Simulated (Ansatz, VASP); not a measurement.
## One calculation of MgI2, two programs

INCAR

```
PREC = Accurate
ENCUT = 520
EDIFF = 1E-7
ISMEAR = -1
SIGMA = 0.05
LREAL = F
LASPH = T
NELM = 100
ALGO = Normal
ISIF = 2
LWAVE = F
LCHARG = F
GGA = PE
NBANDS = 15
```

File KPOINTS:

```
regular mesh
0
Gamma
  8 8 4
```

The input POSCAR:

```
MgI2
1.0
    4.0554864901      0.0000000000      0.0000000000
   -2.0277432450      3.5121543251      0.0000000000
    0.0000000000      0.0000000000      6.7395524280
I Mg
2 1
Direct
    0.6666666667      0.3333333333      0.7500000000
    0.3333333333      0.6666666667      0.2500000000
    0.0000000000      0.0000000000      0.0000000000
```

File input.yaml:

```yaml
crystal:
  lattice:
    - [4.0554864901, 0.0, 0.0]
    - [-2.027743245, 3.5121543251, 0.0]
    - [0.0, 0.0, 6.739552428]
  atoms:
    - { symbol: I, position: [0.6666666667, 0.3333333333, 0.75] }
    - { symbol: I, position: [0.3333333333, 0.6666666667, 0.25] }
    - { symbol: Mg, position: [0.0, 0.0, 0.0] }
hamiltonian:
  xc: pbe
  pseudopotentials: { kind: paw }
kpoints:
  mp_grid: { grid: [8, 8, 4] }
scf:
  occupations: { method: fermi_dirac, width: 0.05 }
output:
  forces: true
  stress: true
  eigenvalues: true
  write_density: true
  write_potential: true
  elf: true
  volumetric_format: npy
```

Change from the starting cell: volume scaled by 0.94.

Alike in both runs: task single point; functional PBE; k mesh 8 × 8 × 4; occupations fermi-dirac, width 0.05 eV; no spin polarisation.

```csv
,VASP,Ansatz
version,VASP 6.6.1,Ansatz 0.2.0
potentials or method,"VASP PAW PBE potentials, release 64 (I, Mg)",Ansatz PAW
plane-wave cutoff (eV),520,420
valence electrons in the cell,16,44
```

Ansatz gave:

```
gap on the k mesh at the Fermi level (eV)       : 3.54
least direct gap on the mesh (eV)               : 3.91
pressure (GPa)                                  : 2.9
largest component of the traceless stress (GPa) : 0.43
rms of the force components (eV/Å)              : 0.017
```

Task: What did VASP give for the same quantities?

Result: gap on the k mesh at the Fermi level (eV): 3.53; least direct gap on the mesh (eV): 3.90; pressure (GPa): 2.8; largest component of the traceless stress (GPa): 0.42; rms of the force components (eV/Å): 0.013.

Atom by atom the forces differ by 0.004 eV/Å (rms over components). With one functional, cell and mesh, what is left measures potentials, basis and numerics. The two sets of potentials don't hold the same shells in valence.

Caveats: spin-orbit coupling is left out, which moves the levels of the heavy elements; this functional lacks dispersion, which binds the layers, so the pressure and a relaxed spacing across them are unreliable. A k mesh can miss the band edges.
